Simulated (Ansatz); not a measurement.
# NaH: energy along a strain

NaH, Fm-3m, a = 4.880 Å (as given, not relaxed at this level: -1.2 GPa). Ansatz: r2SCAN, PAW, 500 eV, Γ-centred 8×8×8 mesh on 2 atoms, Gaussian smearing 0.05 eV; no spin polarisation. Cell vectors (Å): 0.000 2.440 2.440; 2.440 0.000 2.440; 2.440 2.440 0.000. The cell is strained by x per cent times the pattern (0 0 0 0 0 1) in the order xx yy zz yz xz xy (engineering shears), with fractional coordinates held. y is the free energy over the start, V0 = 14.527 Å³/atom. Symmetry makes y even in x. Points with a strain past 8.5 % were computed too (4) and aren't used here.

| x (%) | y (meV/atom) |
| --- | --- |
| -7.50 | 5.75 |
| 0.00 | 0.00 |
| 1.87 | ? |
| 3.75 | 1.43 |
| 5.62 | 3.22 |

Question: Fit y = c2 x² + c4 x⁴ to the other rows, get the stiffness along the pattern, and predict the missing energy.

Answer: Least squares on the rows shown. y = 0.1016 x² + 1.171×10⁻⁵ x⁴. The clamped-ion stiffness p·C·p = 2 × 1.016 eV × 160.2 / 14.527 Å³ = 22 GPa, which is C66 in these axes (C44 of the cubic crystal) (second derivative at the start, which stands under stress). At x = 1.87 the fit asked for gives 0.36 meV/atom. The run gave 0.35 meV/atom, so the fit is 0.01 meV/atom too high, a small miss on the scale of the series.